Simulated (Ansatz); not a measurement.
Runs of Ansatz 0.2.0 on AgBr. It takes space group Fm-3m (No. 225, cubic). Conventional cell: a = 5.740 Å, b = 5.740 Å, c = 5.740 Å, α = 90.00°, β = 90.00°, γ = 90.00°. Ag (site symmetry m-3m) has 6 Br at 2.87 Å as nearest neighbours. Br (site symmetry m-3m) is surrounded by 6 Ag at 2.87 Å. 

```tsv
task	level	cell	cutoff (eV)	smearing	gap on the mesh (eV)	pressure (GPa)	relaxed volume (Å³/atom)
single point	PBE	as given	214	gaussian 0.021 eV	0.67	(b)	-
band structure	revPBE	as given	214	fermi-dirac 0.05 eV	(a)	4.4	-
relaxation of cell and atoms	LDA	relaxed	-	fermi-dirac 0.05 eV	-	0.0	21.78
relaxation of cell and atoms	revPBE	relaxed	-	fermi-dirac 0.05 eV	0.86	0.0	26.35
band structure	BLYP	as given	214	fermi-dirac 0.05 eV	0.72	6.1	-
```

Alike in all rows: potentials or basis all-electron LAPW, scalar-relativistic; no spin polarisation; k mesh 8 × 8 × 8; basis error allowed 0.001 eV/atom.

Problem. Fill in the values left out.

Solution. (a) 0.80; (b) 2.3.

Caveats: the volume moved by +11 % from the deposited cell, more than functionals usually miss (some runs).

A k mesh can miss the band edges, and the runs leave out spin-orbit coupling on Ag, Br.
